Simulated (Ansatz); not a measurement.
A run of Ansatz 0.2.0 is set up as follows.

File input.yaml:

```yaml
crystal:
  lattice:
    - [-2.254859, 2.254859, 6.859903]
    - [2.254859, -2.254859, 6.859903]
    - [2.254859, 2.254859, -6.859903]
  atoms:
    - { symbol: Cu, position: [0.0, 0.0, 0.0] }
    - { symbol: Cl, position: [0.0, 0.5, 0.5] }
    - { symbol: Cl, position: [0.5, 0.0, 0.5] }
hamiltonian:
  xc: r2scan
  pseudopotentials: { kind: paw }
  hubbard: { sites: [{ species: Cu, l: d, u_eff: 2.0 }] }
kpoints:
  mp_grid: { grid: [8, 8, 8] }
scf:
  occupations: { method: fermi_dirac, width: 0.05 }
output:
  forces: true
  stress: true
  eigenvalues: true
relax:
  f_tol: 0.01
  max_steps: 40
  cell: { stress_tol: 0.05 }
```

Potentials or basis: Ansatz PAW.

Launch:

```console
$ ansatz run input.yaml --threads 2 --pin off --max-ram 5632MiB --backend cpu --events-out ev --progress --plain --runs-dir out
```

Q: Predict the relaxed cell.

A: a = 7.552 Å, b = 7.552 Å, c = 7.552 Å, α = 145.35°, β = 145.35°, γ = 49.82°.

Q: Predict the band gap on the k mesh.

A: None (metal or under the smearing width).

Q: Estimate the relaxed volume.

A: 46.20 Å³/atom.

Q: What does it give for the space group after relaxing (to 0.05 Å)?

A: I4/mmm (No. 139).

Final structure:
```
Cu Cl
1.0
    -2.24922    2.24922    6.84981
     2.24922   -2.24922    6.84981
     2.24922    2.24922   -6.84981
Cu Cl
1 2
Direct
  0.00000 0.00000 0.00000
  0.00000 0.50000 0.50000
  0.50000 0.00000 0.50000
```

Caveat: an odd number of electrons without spin polarisation forces a metal; a magnetic or distorted state may lie lower; the run has no spin polarisation, though such a crystal can be magnetic; U without spin polarisation on a metal has little footing; the PAW data sets come from PBE, with cores solved anew for the run's functional, which leaves a small shift of forces and pressure.
